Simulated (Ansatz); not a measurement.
**A point defect in Si**

These are results of Ansatz 0.2.0, DFT PBE, scalar-relativistic, plane waves, PAW, not measurements. (420 eV cutoff, 5×4×4 k-mesh, Gaussian smearing of 0.02 eV, collinear spin in charge +1, -1 alone)

Host crystal, relaxed:

```yaml
crystal:
  lattice:
    - [3.85128, 0.00000, 0.00000]
    - [-1.92564, 3.33531, 0.00000]
    - [0.00000, 0.00000, 6.36502]
  atoms:
    - { symbol: Si, position: [0.33333, 0.66667, 0.06293] }
    - { symbol: Si, position: [0.66667, 0.33333, 0.56293] }
    - { symbol: Si, position: [0.33333, 0.66667, 0.43707] }
    - { symbol: Si, position: [0.66667, 0.33333, 0.93707] }
```

Supercell of 16 atoms, rows in host cell vectors: 0 0 1; 2 0 0; 0 2 0. Atoms relax at the host's cell, keeping the symmetry that the supercell leaves at the site. The cell is small, so energies carry finite-size errors of tenths of an eV. The host's Kohn–Sham gap is 0.45 eV. Atoms are taken from and returned to the elements' standard states. Charged cells are corrected for image charges with the computed static dielectric tensor (mean 13.0) and aligned with the host's potential at far atoms (alignment terms reach 0.39 eV; the program doubts the alignment in some charges, where it is up to 0.39 eV). No band-filling term is added, and the Fermi level counts from the host's valence band top.

Starting moments were lost in some runs.

The defect is an interstitial at (0.000, 0.000, 0.250) of the host cell.

| charge | E_f at the valence band top (eV) | over the neutral state (eV) | moment (μB) | largest move (Å) | atoms near the site |
| --- | --- | --- | --- | --- | --- |
| +1 | 1.87 | 0.81 | 0.00 | 0.10 | 6 Si at 2.43 Å |
| 0 | 1.06 | 0.00 | 0.00 | 0.09 | 6 Si at 2.43 Å |
| -1 | 0.67 | -0.39 | 0.00 | 0.07 | 6 Si at 2.45 Å |

Among the charges computed the stable one is -1 at the valence band top and stays so across the gap. In charge +1, 0 the extra carrier would gain by moving to a band edge of the host, so it isn't bound in the gap, though by less than the errors named above. In charge +1, 0, -1 the cell has partly filled bands: a level of the defect may be part filled, the carrier may sit in the host's bands, or levels may cross between the k points, so transitions that involve it are doubtful. Other sites of the defect weren't tried.

Task: Which element is it? Judge by the nearest distance in charge 0 and covalent radii.
A. H
B. Rb
C. Ba
D. O
E. Cs

Result: D. The nearest neighbour is Si at 2.43 Å, and the summed covalent radii with Si are 3.26 Å for Ba, 3.55 Å for Cs, 1.42 Å for H, 1.77 Å for O, 3.31 Å for Rb, so O fits best. Bonds can miss such sums by a tenth of an ångström or more.

This form isn't the element's structure at ambient conditions.

Cost: 4 runs of about 12 core-minutes in all, on Arm Neoverse V1 (shared hosts).